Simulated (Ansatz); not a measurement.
# CdTe (F-43m) in Ansatz: notebook

One crystal, CdTe, is run at these levels: PBE; tasks: single point, equation of state, band structure.

Program: Ansatz 0.2.0. These are calculated values, not measurements. Logs are shortened: lines on timing, memory, paths and dates and some standing lists are left out, and cuts for length are marked.

**The experiment to reproduce.**

A printed reference work, data compilation reports, for a bulk crystal of CdTe at 0 K: band gap 1.607 eV.

The results are compared with them further down.

**1. Starting point**

Symmetry: F-43m, No. 216, cubic system. The conventional cell has a = 6.410 Å, b = 6.410 Å, c = 6.410 Å, α = 90.00°, β = 90.00°, γ = 90.00°. Around Te (site symmetry -43m) lie 4 Cd at 2.78 Å. Cd (site symmetry -43m) has 4 Te at 2.78 Å as nearest neighbours.

**2. Single point, PBE, 30.95 Å³/atom (volume scaled by 0.94)**

The input, input.yaml:

```yaml
crystal:
  lattice:
    - [0.0, 3.1395734784, 3.1395734784]
    - [3.1395734784, 0.0, 3.1395734784]
    - [3.1395734784, 3.1395734784, 0.0]
  atoms:
    - { symbol: Te, position: [0.75, 0.75, 0.75] }
    - { symbol: Cd, position: [0.0, 0.0, 0.0] }
hamiltonian:
  xc: pbe
  pseudopotentials: { kind: paw, partial_waves: polarizable }
kpoints:
  mp_grid: { grid: [7, 7, 7] }
scf:
  occupations: { method: fermi_dirac, width: 0.05 }
output:
  forces: true
  stress: true
  eigenvalues: true
```

Potentials or basis: Ansatz PAW polarizable.

Run with:

```console
$ ansatz run input.yaml --threads 2 --pin off --max-ram 5120MiB --backend cpu --events-out ev --progress --plain --runs-dir out
```

The program printed:

```text
Warning: RAYON_NUM_THREADS=2 ignored (pool sized by the plan → 2); use --threads N
Engine: ansatz 0.2.0, aarch64-unknown-linux-gnu
Pseudopotentials: kind: paw
Pseudopotential: Te, paw, valence charge 16, recommended cutoff 420 eV (normal), Te.paw.azcp
Pseudopotential: Cd, paw, valence charge 20, recommended cutoff 420 eV (normal), Cd.paw.azcp
Functional definition: PBE
  parameter kappa = 0.804
  parameter beta = 0.06672455060314922
  exchange = pbe_x(kappa = kappa, mu = beta*pi^2/3)
  correlation = pbe_c(beta = beta)
Crystal: 2 atoms, lattice volume = 61.893 Å³
Basis set: ecut = 420 eV, 1243 PW (Γ), exchange–correlation on 60×60×60 points (8 copies of the dense FFT grid, shifted against one another)
Bands: 22, of which v1, the nominal top of the filled ones, is band 18 counted from 1 (17 counted from 0)
Symmetry: 24 space group operations
Space group: F-43m (ITA 216), of the structure as read, at distance tolerance 4.0e-5 Å
k-points: 20 of 343 (time reversal used)
Non-local potential: Te, projectors of the file, l = 0: 2, l = 1: 2, l = 2: 2, l = 3: 2
Non-local potential: Cd, projectors of the file, l = 0: 3, l = 1: 2, l = 2: 2, l = 3: 1
PAW form: soft (Blöchl's): semilocal exchange-correlation on the pseudo side does not see the compensation charge
PAW one-centre angular grid: Te, 590 points (default); XC on 64 Gauss nodes
PAW one-centre angular grid: Cd, 590 points (default); XC on 64 Gauss nodes
Initial density: superposition of atomic densities (neutral atoms: chi_scale 0, normalization atom), corrected by the library's trained network
Initial wavefunctions: pseudopotential atomic-orbital guess
Functional: x = pbe(κ = 0.804, μ = 0.2195149727645171), c = pbe(β = 0.06672455060314922)
Partial waves of Cd: polarizable
Partial waves of Te: polarizable
SCF iter   1: F=—  HF=-15235.108181 eV  |F-HF|=—  |Δ(HF+E_count)|=         —  Δρ=1.27e-3  dr2=2.16e-3  ethr=1.77e-3  ⟨swp⟩=6.0  Hψ=2090  notcnv=0
preconditioner: auto → none  [insulator: Δε(μ)=1.051 eV  Ē_g=11.830 eV  σ=0.050 eV  W_gap=1.00  n_scr=14 (ndim 8)  ℏωp=20.0 eV  f_vac=0.160  D(μ)=0.00/eV (n_scr^D=0)  ε∞_Penn≈3.9]
SCF iter   2: F=—  HF=-15235.107717 eV  |F-HF|=—  |Δ(HF+E_count)|=   4.64e-4  Δρ=5.21e-4  dr2=1.67e-4  ethr=6.01e-6  ⟨swp⟩=2.2  Hψ=795  notcnv=0
SCF iter   3: F=—  HF=-15235.107736 eV  |F-HF|=—  |Δ(HF+E_count)|=   1.86e-5  Δρ=1.93e-4  dr2=2.30e-5  ethr=4.65e-7  ⟨swp⟩=2.2  Hψ=783  notcnv=0
SCF iter   4: F=—  HF=-15235.107758 eV  |F-HF|=—  |Δ(HF+E_count)|=   2.21e-5  Δρ=6.38e-5  dr2=2.14e-6  ethr=6.39e-8  ⟨swp⟩=2.0  Hψ=615  notcnv=0
iter 5 did not close the SCF: its close was put off for the readings that it lacked (scf_convergence_deferred on its scf_iter line)
SCF iter   5: F=-15235.107764 eV  HF=-15235.107764 eV  |F-HF|=2.29e-7  |Δ(HF+E_count)|=   6.30e-6  Δρ=1.32e-5  dr2=7.20e-8  ethr=5.95e-9  ⟨swp⟩=2.0  Hψ=620  notcnv=0
SCF iter   6: F=-15235.107765 eV  HF=-15235.107765 eV  |F-HF|=1.22e-9  |Δ(HF+E_count)|=   2.78e-7  Δρ=1.68e-6  dr2=9.92e-10  ethr=2.00e-10  ⟨swp⟩=3.5  Hψ=1732  notcnv=0
SCF 1 converged in 6 iterations: F = -15235.107765 eV  dr2 = 9.92e-10
SCF converged after 6 iterations
Free energy (F): -15235.107765 eV
Harris-Foulkes:  -15235.107765 eV  (|F-HF|=1.22e-9)
Internal energy: -15235.107764 eV  (E = F + TS)
E sigma→0 (E₀):  -15235.107764 eV
Entropy (-TS):   -0.000000 eV (-0.000 meV/atom)
Fermi energy:    9.447987 eV
--- Per-component energies (eV) ---
  E_band       = -749.071059
  E_kinetic    = 687.941553
  E_local      = -5209.555769  (includes V_loc(G=0)·N_el)
  E_nonlocal   = -276.835172
  E_hartree    = 2648.440250
  E_xc         = -302.398755
  E_vxc        = -327.667921  (∫ρ·V_xc dr)
  E_paw        = -8745.540280  (= ΣΔE_a)
  E_vpaw       = -919.835602  (= ΣTr[D̂ρ^β])
  E_aug_tail   = -0.000156  (compensation charges beyond the density's cutoff)
  E_ewald      = -4037.159435
  E_smearing   = -0.000000  (= −TS)
  E_closure    = 0.000000  (closes the sum)
  Σ components = -15235.107765   (vs F -15235.107765, Δ=0.00e0)
--- Forces (eV/Å), atoms counted from 1 ---
  atom   1  Te     0.00000000    -0.00000000     0.00000000
  atom   2  Cd    -0.00000000    -0.00000000     0.00000000
  max |Σ_I F_I| component: 1.18e-16 eV/Å
--- Stress (GPa, compression-positive) ---
        8.085502       0.000000      -0.000000
        0.000000       8.085502       0.000000
        0.000000       0.000000       8.085502
  P = ⅓ Tr σ = 8.0855 GPa (80.855 kbar)
--- Band table (eV; the first three rows and the last of 20) ---
  k-point 0: bands = ["-93.5007", "-54.5649", "-54.5649", "-54.5649", "-27.3707", "-27.3707", "-27.3707", "-27.3586", "-27.3586", "-2.8804", "0.2319", "0.2319", "0.2319", "0.5705", "0.5705", "8.8865", "8.8865", "8.8865", "9.9505", "13.4262", "13.4262", "13.4262"]
  k-point 1: bands = ["-93.5007", "-54.5649", "-54.5649", "-54.5649", "-27.3707", "-27.3706", "-27.3706", "-27.3585", "-27.3585", "-2.7878", "0.2505", "0.2505", "0.2975", "0.5688", "0.5688", "7.3495", "8.6738", "8.6738", "10.8834", "13.5347", "13.7287", "13.7287"]
  k-point 2: bands = ["-93.5007", "-54.5650", "-54.5649", "-54.5649", "-27.3709", "-27.3704", "-27.3704", "-27.3584", "-27.3584", "-2.5779", "0.2877", "0.2877", "0.5371", "0.5708", "0.5708", "5.4544", "8.2718", "8.2718", "10.9925", "14.0849", "14.0849", "14.8488"]
  k-point 19: bands = ["-93.5007", "-54.5650", "-54.5650", "-54.5649", "-27.3709", "-27.3705", "-27.3699", "-27.3585", "-27.3581", "-2.2526", "0.3788", "0.4001", "0.5283", "0.5717", "1.2630", "4.2367", "5.9308", "6.7266", "12.6394", "13.8434", "14.9215", "15.6579"]
```

Wall time 1.6 s (2 threads of Arm Neoverse V1, shared host); peak memory 0.38 GiB.

Results:

```yaml
Free_energy: -15235.1078 eV
Pressure: 8.1 GPa
Band_gap_on_the_k_mesh: 1.06 eV, direct
```

Caveat: odd divisions of the mesh miss points on the zone boundary, where band edges often lie, so the gap on the mesh can be too wide; spin-orbit coupling is left out, which moves the levels of the heavy elements.

**3. Single point, PBE, 31.60 Å³/atom (volume scaled by 0.96)**

input.yaml: that of step 2 with these lines changed.

```diff
@@ -2,5 +2,5 @@
   lattice:
-    - [0.0, 3.1395734784, 3.1395734784]
-    - [3.1395734784, 0.0, 3.1395734784]
-    - [3.1395734784, 3.1395734784, 0.0]
+    - [0.0, 3.1616838793, 3.1616838793]
+    - [3.1616838793, 0.0, 3.1616838793]
+    - [3.1616838793, 3.1616838793, 0.0]
   atoms:
```

Potentials or basis: Ansatz PAW polarizable.

Run with:

```console
$ ansatz run input.yaml --threads 2 --pin off --max-ram 5120MiB --backend cpu --events-out ev --progress --plain --runs-dir out
```

Run time: 1.6 s. Hardware: 2 threads of Arm Neoverse V1, shared host; peak memory 0.38 GiB.

It converged, with:

| Property | Result |
| --- | --- |
| Free energy | -15235.1683 eV |
| Pressure | 6.7 GPa |
| Band gap on the k mesh | 1.00 eV, direct |

Caveat: odd divisions of the mesh miss points on the zone boundary, where band edges often lie, so the gap on the mesh can be too wide; spin-orbit coupling is left out, which moves the levels of the heavy elements.

**4. Single point, PBE, 32.26 Å³/atom (volume scaled by 0.98)**

input.yaml: that of step 3 with these lines changed.

```diff
@@ -2,5 +2,5 @@
   lattice:
-    - [0.0, 3.1616838793, 3.1616838793]
-    - [3.1616838793, 0.0, 3.1616838793]
-    - [3.1616838793, 3.1616838793, 0.0]
+    - [0.0, 3.1834892848, 3.1834892848]
+    - [3.1834892848, 0.0, 3.1834892848]
+    - [3.1834892848, 3.1834892848, 0.0]
   atoms:
```

Run with:

```console
$ ansatz run input.yaml --threads 2 --pin off --max-ram 5120MiB --backend cpu --events-out ev --progress --plain --runs-dir out
```

Run time: 1.6 s. Hardware: 2 threads of Arm Neoverse V1, shared host; peak memory 0.38 GiB.

It converged, with:

```yaml
Free_energy: -15235.2178 eV
Pressure: 5.4 GPa
Band_gap_on_the_k_mesh: 0.93 eV, direct
```

Caveat: odd divisions of the mesh miss points on the zone boundary, where band edges often lie, so the gap on the mesh can be too wide; spin-orbit coupling is left out, which moves the levels of the heavy elements.

**5. Single point, PBE, 32.92 Å³/atom**

input.yaml: that of step 4 with these lines changed.

```diff
@@ -2,5 +2,5 @@
   lattice:
-    - [0.0, 3.1834892848, 3.1834892848]
-    - [3.1834892848, 0.0, 3.1834892848]
-    - [3.1834892848, 3.1834892848, 0.0]
+    - [0.0, 3.205, 3.205]
+    - [3.205, 0.0, 3.205]
+    - [3.205, 3.205, 0.0]
   atoms:
```

Run with:

```console
$ ansatz run input.yaml --threads 2 --pin off --max-ram 5120MiB --backend cpu --events-out ev --progress --plain --runs-dir out
```

It took 1.7 s on 2 threads of Arm Neoverse V1, shared host; peak memory 0.39 GiB.

It converged, with:

```yaml
Free_energy: -15235.2573 eV
Pressure: 4.2 GPa
Band_gap_on_the_k_mesh: 0.87 eV, direct
```

Caveat: odd divisions of the mesh miss points on the zone boundary, where band edges often lie, so the gap on the mesh can be too wide; spin-orbit coupling is left out, which moves the levels of the heavy elements.

**6. Single point, PBE, 33.58 Å³/atom (volume scaled by 1.02)**

input.yaml: that of step 5 with these lines changed.

```diff
@@ -2,5 +2,5 @@
   lattice:
-    - [0.0, 3.205, 3.205]
-    - [3.205, 0.0, 3.205]
-    - [3.205, 3.205, 0.0]
+    - [0.0, 3.2262257841, 3.2262257841]
+    - [3.2262257841, 0.0, 3.2262257841]
+    - [3.2262257841, 3.2262257841, 0.0]
   atoms:
@@ -19 +19,5 @@
   eigenvalues: true
+  write_density: true
+  write_potential: true
+  elf: true
+  volumetric_format: npy
```

Potentials or basis: Ansatz PAW polarizable.

Run with:

```console
$ ansatz run input.yaml --threads 2 --pin off --max-ram 5120MiB --backend cpu --events-out ev --progress --plain --runs-dir out
```

Run time: 2.3 s. Hardware: 2 threads of Arm Neoverse V1, shared host; peak memory 0.4 GiB.

It converged, with:

```
Free energy            : -15235.2878 eV
Pressure               : 3.2 GPa
Band gap on the k mesh : 0.81 eV, direct
```

Caveat: odd divisions of the mesh miss points on the zone boundary, where band edges often lie, so the gap on the mesh can be too wide; spin-orbit coupling is left out, which moves the levels of the heavy elements.

**7. Single point, PBE, 34.24 Å³/atom (volume scaled by 1.04)**

The input, input.yaml:

```yaml
crystal:
  lattice:
    - [0.0, 3.2471758892, 3.2471758892]
    - [3.2471758892, 0.0, 3.2471758892]
    - [3.2471758892, 3.2471758892, 0.0]
  atoms:
    - { symbol: Te, position: [0.75, 0.75, 0.75] }
    - { symbol: Cd, position: [0.0, 0.0, 0.0] }
hamiltonian:
  xc: pbe
  pseudopotentials: { kind: paw, partial_waves: polarizable }
kpoints:
  mp_grid: { grid: [7, 7, 7] }
scf:
  occupations: { method: fermi_dirac, width: 0.05 }
output:
  forces: true
  stress: true
  eigenvalues: true
```

Run with:

```console
$ ansatz run input.yaml --threads 2 --pin off --max-ram 5120MiB --backend cpu --events-out ev --progress --plain --runs-dir out
```

It took 1.8 s on 2 threads of Arm Neoverse V1, shared host; peak memory 0.39 GiB.

Results (log left out):

| Quantity | Value |
| --- | --- |
| Free energy | -15235.3103 eV |
| Pressure | 2.3 GPa |
| Band gap on the k mesh | 0.75 eV, direct |

Caveat: odd divisions of the mesh miss points on the zone boundary, where band edges often lie, so the gap on the mesh can be too wide; spin-orbit coupling is left out, which moves the levels of the heavy elements.

**8. Single point, PBE, 34.90 Å³/atom (volume scaled by 1.06)**

input.yaml: that of step 7 with these lines changed.

```diff
@@ -2,5 +2,5 @@
   lattice:
-    - [0.0, 3.2471758892, 3.2471758892]
-    - [3.2471758892, 0.0, 3.2471758892]
-    - [3.2471758892, 3.2471758892, 0.0]
+    - [0.0, 3.2678590959, 3.2678590959]
+    - [3.2678590959, 0.0, 3.2678590959]
+    - [3.2678590959, 3.2678590959, 0.0]
   atoms:
```

Run with:

```console
$ ansatz run input.yaml --threads 2 --pin off --max-ram 5120MiB --backend cpu --events-out ev --progress --plain --runs-dir out
```

Run time: 1.9 s. Hardware: 2 threads of Arm Neoverse V1, shared host; peak memory 0.39 GiB.

It converged, with:

- Free energy: -15235.3257 eV
- Pressure: 1.5 GPa
- Band gap on the k mesh: 0.70 eV, direct

Caveat: odd divisions of the mesh miss points on the zone boundary, where band edges often lie, so the gap on the mesh can be too wide; spin-orbit coupling is left out, which moves the levels of the heavy elements.

**9. Equation of state, PBE**

Potentials or basis: Ansatz PAW polarizable.

This step only gathers the single runs of the series.

What came out:

* Equilibrium volume: 36.25 Å³/atom (rough: see the caveat)
* Bulk modulus: 35 GPa (rough)

Energy against volume, from the lowest point:
```
volume (Å³/atom)  energy (meV/atom)
          30.947             108.96
          31.605              78.69
          32.263              53.96
          32.922              34.21
          33.580              18.92
          34.239               7.67
          34.897               0.00
```

Caveat: the minimum lies outside the volumes run.

(Part 1 of 2 ends here.)
